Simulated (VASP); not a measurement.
Here is a VASP 6.6.1 calculation.

Contents of INCAR:

```
ALGO = Normal ; DIPOL = 0.5 0.5 0.500
EDIFF = 1E-6 ; EDIFFG = -0.02
ENCUT = 520 ; GGA = PS
IBRION = 2 ; IDIPOL = 3
ISIF = 2 ; ISMEAR = 0
LASPH = T ; LCHARG = F
LDIPOL = T ; LREAL = Auto
LUSENCCL = F ; LWAVE = F
NELM = 80 ; NSW = 80
PREC = Accurate ; SIGMA = 0.03
```

The input KPOINTS:

```
k-points
0
Gamma
  9 3 1
```

Contents of POSCAR:

```
SiC
1.0
    3.0789836900      0.0000000000      0.0000000000
    0.0000000000     10.0795950000      0.0000000000
    0.0000000000      0.0000000000     25.6659096200
Si C
12 12
Direct
    0.5000004000      0.0621690000      0.3614776400
    0.9999998800      0.3121010000      0.3961082100
    0.9999998800      0.8121010000      0.3961082100
    0.4999993600      0.5621690000      0.4307387700
    0.0000003400      0.0621690000      0.4653694400
    0.4999998200      0.3121010000      0.5000000000
    0.4999998200      0.8121010000      0.5000000000
    0.9999993000      0.5621690000      0.5346305600
    0.5000002800      0.0621690000      0.5692612300
    0.9999997600      0.3121010000      0.6038917900
    0.9999997600      0.8121010000      0.6038917900
    0.4999992400      0.5621690000      0.6385223600
    0.5000004000      0.2501880000      0.3614776400
    0.9999998800      0.4995440000      0.3961082100
    0.9999998800      0.9995440000      0.3961082100
    0.4999993600      0.7501880000      0.4307387700
    0.0000003400      0.2501880000      0.4653694400
    0.4999998200      0.4995440000      0.5000000000
    0.4999998200      0.9995440000      0.5000000000
    0.9999993000      0.7501880000      0.5346305600
    0.5000002800      0.2501880000      0.5692612300
    0.9999997600      0.4995440000      0.6038917900
    0.9999997600      0.9995440000      0.6038917900
    0.4999992400      0.7501880000      0.6385223600
```

Potentials or basis: VASP PAW PBE potentials, release 64 (Si, C).

Launch:

```sh
$ cat potpaw_PBE.64/Si/POTCAR potpaw_PBE.64/C/POTCAR > POTCAR
$ mpirun -np 1 vasp_std > vasp.out
```

(1) Predict the band gap on the k mesh.

(2) Predict the energy gained by relaxing.

Answers

(1) 0.44 eV, indirect (least direct gap 0.78 eV).

(2) 110.0 meV/atom.
